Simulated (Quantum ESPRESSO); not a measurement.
FeO (Wuestite) under changes of volume

One of the cells (10.067 Å³/atom); the others are scaled copies at fixed shape and fractional positions:

```
Fe O
1.0
     1.51882    0.87689    2.51958
    -1.51882    0.87689    2.51958
     0.00000   -1.75378    2.51958
Fe O
1 1
Direct
  0.00000 0.00000 0.00000
  0.50000 0.50000 0.50000
```

| Item | Value |
| --- | --- |
| Program | Quantum ESPRESSO 7.5 |
| Functional | PBEsol |
| Potentials or basis | GBRV 1.5 PBEsol |
| Cutoff | 762 eV |
| Density cutoff | 6095 eV |
| k mesh | 11 × 11 × 11 |
| Occupations | fermi-dirac, width 0.05 eV |
| Spin | collinear spin, ferromagnetic start |
| Starting moments | [3.0, 0.0] μB |

```csv
volume (Å³/atom),energy over the lowest point (meV/atom),pressure (GPa)
9.463,0.43,2.5
9.664,0.00,-1.9
9.866,4.82,-5.8
10.067,14.35,-9.3
10.268,?,?
10.470,45.51,-15.3
10.671,66.29,-17.7
```

Problem. What does the run at 10.268 Å³/atom give?

Solution. Energy over the lowest point 28.06 meV/atom; pressure -12.5 GPa.

Worked out: A Birch-Murnaghan fit of order 3 (a polynomial in V^(-2/3)) to the other rows has its minimum at 9.58 Å³/atom with B0 = V·E''(V) = 208 GPa and B' = 4.4 at fixed shape and positions, which overstates the stiffness. It gives 28.01 meV/atom at 10.268 Å³/atom, against the run's 28.06, and -dE/dV = -12.4 GPa, against -12.5.

Energies are extrapolated to zero smearing.

Caveats: a cell with one magnetic atom can't hold antiferromagnetic order, which such compounds often take.
